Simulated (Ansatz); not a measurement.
**Al: changing the dispersion correction**

The cell as given:

The structure is hexagonal, space group P6_3/mmc (No. 194). The conventional cell has a = 2.812 Å, b = 2.812 Å, c = 4.867 Å, α = 90.00°, β = 90.00°, γ = 120.00°. Al (site symmetry -6m2) has 12 Al at 2.81 to 2.93 Å as nearest neighbours.

This isn't the form of Al at room conditions, which is fcc.

Kept alike: task relaxation of cell and atoms; functional PBEsol; k mesh 11 × 11 × 6; occupations fermi-dirac, width 0.05 eV; no spin polarisation. Program: Ansatz, Ansatz PAW, cutoff 420 eV. The mesh is that of the run's cell of 2 atoms. No spin-orbit coupling.

| dispersion correction | volume (Å³/atom) | first edge of the run's cell (Å) | third edge of the run's cell (Å) |
| --- | --- | --- | --- |
| D3(BJ) | 15.689 | 2.799 | 4.626 |
| D3(BJ)-ATM | 15.753 | 2.802 | 4.632 |
| D4 | 15.942 | 2.813 | 4.651 |
| none | 16.318 | 2.835 | 4.688 |

The relaxations keep at least the cell's symmetry (P6_3/mmc). For a metal such a mesh leaves the last digits unconverged. Relaxations stop with a little pressure left, so the last digits of a volume or edge aren't settled. All rows use potentials made for PBE.

**Question.** What does the dispersion correction change here?

**Answer.** The volume runs from 15.689 (D3(BJ)) to 16.318 Å³/atom (none). Against no correction: D3(BJ) -3.9 %; D3(BJ)-ATM -3.5 %; D4 -2.3 %. Dispersion terms mostly attract and so lower the volume; the schemes' coefficients and damping set how far. The first edge of the run's cell runs from 2.799 (D3(BJ)) to 2.835 Å (none). The third edge of the run's cell runs from 4.626 (D3(BJ)) to 4.688 Å (none).
